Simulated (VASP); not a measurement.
Here is a VASP 6.6.1 calculation.

Contents of INCAR:

```
PREC = Accurate
ENCUT = 520
EDIFF = 1E-6
ISMEAR = 0
SIGMA = 0.1
LREAL = F
LASPH = T
NELM = 60
ALGO = Normal
ISIF = 2
LWAVE = F
LCHARG = T
GGA = PE
LELF = T
LVHAR = T
NBANDS = 18
```

File KPOINTS:

```
Automatic mesh
0
Gamma
  12 12 12
```

File POSCAR:

```
TiB2H2
1.0
    3.9347979926      0.0000000000      0.0000000000
   -1.9673989963      3.4076350203      0.0000000000
    0.0000000000      0.0000000000      2.9597989297
Ti B H
1 2 2
Direct
    0.0000000000      0.0000000000      0.0000000000
    0.3333333333      0.6666666667      0.0000000000
    0.6666666667      0.3333333333      0.0000000000
    0.3333333333      0.6666666667      0.5000000000
    0.6666666667      0.3333333333      0.5000000000
```

Potentials or basis: VASP PAW PBE potentials, release 64 (Ti_sv, B, H).

The run is started by

```sh
$ cat potpaw_PBE.64/Ti_sv/POTCAR potpaw_PBE.64/B/POTCAR potpaw_PBE.64/H/POTCAR > POTCAR
$ mpirun -np 1 vasp_std > vasp.out
```

Q: Estimate the band gap on the k mesh.

A: None (metal or under the smearing width).

Q: Estimate the pressure.

A: -0.2 GPa.
